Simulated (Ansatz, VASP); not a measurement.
## Two plane-wave programs on Ga

```
CELL_PARAMETERS angstrom
1.38300 -4.02650 0.00000
1.38300 4.02650 0.00000
-0.11745 0.00000 3.32993
ATOMIC_POSITIONS crystal
Ga 0.13100 0.86900 0.75000
Ga 0.86900 0.13100 0.25000
```

This isn't the form of Ga at room conditions, which is orthorhombic.

Alike in both runs: task single point; functional PBEsol; k mesh 10 × 10 × 8; occupations fermi-dirac, width 0.05 eV; no spin polarisation.

```csv
,VASP,Ansatz
version,VASP 6.6.1,Ansatz 0.2.0
potentials or method,"VASP PAW PBE potentials, release 64 (Ga_d)",Ansatz PAW
plane-wave cutoff (eV),520,420
valence electrons in the cell,26,26
```

Ansatz gave:

* gap on the k mesh at the Fermi level (eV): none
* pressure (GPa): -2.0
* largest component of the traceless stress (GPa): 0.78
* rms of the force components (eV/Å): 0.114

Problem. Estimate VASP's values.

Solution. gap on the k mesh at the Fermi level (eV): none; pressure (GPa): -1.9; largest component of the traceless stress (GPa): 0.79; rms of the force components (eV/Å): 0.113.

Atom by atom the forces differ by 0.000 eV/Å (rms over components). A gap of «none» marks a metal or a gap that the smearing closes. The functional is the same, so the differences come from potentials, cutoffs and numerics.

Caveats: the PAW data sets were made with another functional, which shifts forces and pressure a little (VASP); the PAW data sets come from PBE, with cores solved anew for the run's functional, which leaves a small shift of forces and pressure (Ansatz).
